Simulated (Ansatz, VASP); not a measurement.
# SbSe2: VASP beside Ansatz

Contents of INCAR:

```
ALGO = Normal ; EDIFF = 1E-7
EDIFFG = -0.01 ; ENCUT = 600
GGA = PE ; IBRION = 2
ISIF = 3 ; ISMEAR = 0
LASPH = T ; LCHARG = F
LREAL = F ; LWAVE = F
NELM = 60 ; NSW = 100
PREC = Accurate ; SIGMA = 0.1
```

KPOINTS

```
k-points
0
Gamma
  12 12 12
```

Contents of POSCAR:

```
SbSe2
1.0
    0.0000000000      3.4256717572      3.4256717572
    3.4256717572      0.0000000000      3.4256717572
    3.4256717572      3.4256717572      0.0000000000
Sb Se
1 2
Direct
    0.5000000000      0.5000000000      0.5000000000
    0.0000000000      0.0000000000      0.0000000000
    0.2500000000      0.2500000000      0.2500000000
```

Input for Ansatz:

```yaml
crystal:
  lattice:
    - [0.0, 3.4256717572, 3.4256717572]
    - [3.4256717572, 0.0, 3.4256717572]
    - [3.4256717572, 3.4256717572, 0.0]
  atoms:
    - { symbol: Sb, position: [0.5, 0.5, 0.5] }
    - { symbol: Se, position: [0.0, 0.0, 0.0] }
    - { symbol: Se, position: [0.25, 0.25, 0.25] }
basis:
  ecutwfc: 420
kpoints:
  mp_grid: { grid: [12, 12, 12] }
hamiltonian:
  xc: pbe
scf:
  occupations: { method: gaussian, width: 0.1 }
output:
  forces: true
  stress: true
  eigenvalues: true
  write_density: true
  write_potential: true
  elf: true
  volumetric_format: npy
relax:
  adjacent_minimum: "off"
  f_tol: 0.01
  max_steps: 80
  cell: { stress_tol: 0.05 }
```

Alike in both runs: task relaxation of cell and atoms; functional PBE; k mesh 12 × 12 × 12; occupations gaussian, width 0.1 eV; no spin polarisation.

|  | VASP | Ansatz |
| --- | --- | --- |
| version | VASP 6.6.1 | Ansatz 0.2.0 |
| potentials or method | VASP PAW PBE potentials, release 64 (Sb, Se) | scalar-relativistic, plane waves, PAW |
| plane-wave cutoff (eV) | 600 | 420 |
| valence electrons in the cell | 17 | 47 |

Ansatz gave:

| Property | Result |
| --- | --- |
| gap on the k mesh at the Fermi level, each at its own relaxed structure (eV) | none |
| relaxed volume (Å³/atom) | 27.04 |
| relaxed cell length with the largest relative difference (Å) | 4.859 |

What did VASP give for the same quantities?

gap on the k mesh at the Fermi level, each at its own relaxed structure (eV): none; relaxed volume (Å³/atom): 27.00; relaxed cell length with the largest relative difference (Å): 4.856.

A gap of «none» marks a metal or a gap that the smearing closes. The two sets of potentials don't hold the same shells in valence.

The runs have no spin-orbit coupling, so splittings on Sb are missing.
